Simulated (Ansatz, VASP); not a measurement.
**NaH: VASP beside Ansatz**

```xyz
2
Lattice="2.9551 0.0000 0.0000 0.0000 2.9551 0.0554 0.0000 0.0554 2.9551" Properties=species:S:1:pos:R:3 pbc="T T T"
Na    0.0000    0.0000    0.0000
H     1.4776    1.5053    1.5053
```

Change from the starting cell: strain +0.0375 x Voigt [0, 0, 0, 1, 0, 0], atoms carried along.

Alike in both runs: task single point; functional r2SCAN; k mesh 10 × 10 × 10; occupations gaussian, width 0.05 eV; no spin polarisation.

|  | VASP | Ansatz |
| --- | --- | --- |
| version | VASP 6.6.1 | Ansatz 0.2.0 |
| potentials or method | VASP PAW PBE potentials, release 64 (Na_pv, H) | scalar-relativistic, plane waves, PAW |
| plane-wave cutoff (eV) | 520 | 500 |
| valence electrons in the cell | 8 | 10 |

|  | VASP | Ansatz | Ansatz less VASP |
| --- | --- | --- | --- |
| gap on the k mesh at the Fermi level (eV) | 1.61 | 1.60 | -0.009 |
| least direct gap on the mesh (eV) | 5.10 | 5.09 | -0.004 |
| pressure (GPa) | -0.8 | -0.5 | +0.28 |
| largest component of the traceless stress (GPa) | 0.17 | 0.18 | +0.006 |

The two sets of potentials don't hold the same shells in valence.

Caveats: the PAW data sets were made with another functional, which shifts forces and pressure a little (VASP). A k mesh can miss the band edges.
